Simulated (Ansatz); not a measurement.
SnO: equation of state with r2SCAN

Crystal: SnO.

```
CELL_PARAMETERS angstrom
3.81370 0.00000 0.00000
0.00000 3.81370 0.00000
0.00000 0.00000 4.88691
ATOMIC_POSITIONS crystal
Sn 0.50000 0.00000 0.76463
Sn 0.00000 0.50000 0.23537
O 0.00000 0.00000 0.00000
O 0.50000 0.50000 0.00000
```

The cell is a database's computed one.

| Quantity | Value |
| --- | --- |
| Program | Ansatz 0.2.0 |
| Task | equation of state |
| Functional | r2SCAN |
| Potentials or basis | Ansatz PAW |
| Cutoff | 500 eV |
| Density cutoff | 2000 eV |
| k mesh | 7 × 7 × 6 |
| Occupations | fermi-dirac, width 0.05 eV |
| Spin | no spin polarisation |

| Item | Value |
| --- | --- |
| Equilibrium volume | 17.69 Å³/atom |
| Bulk modulus at fixed shape and positions | 98 GPa |
| Pressure derivative of the bulk modulus | 4.4 |

Energy against volume, from the lowest point:
| volume (Å³/atom) | energy (meV/atom) |
| --- | --- |
| 16.703 | 18.42 |
| 17.058 | 7.16 |
| 17.414 | 1.20 |
| 17.769 | 0.00 |
| 18.125 | 3.08 |
| 18.480 | 9.99 |
| 18.835 | 20.34 |

All runs of the series together: 77 s on 2 threads of Intel(R) Xeon(R) Processor @ 2.50GHz (Skylake/Cascade Lake), with other jobs on the host.

Caveat: the cell was scaled at fixed shape and fractional positions, which overstates the stiffness of a crystal with free parameters, most of all of layers and chains; the PAW data sets were made with another functional, which shifts forces and pressure a little.
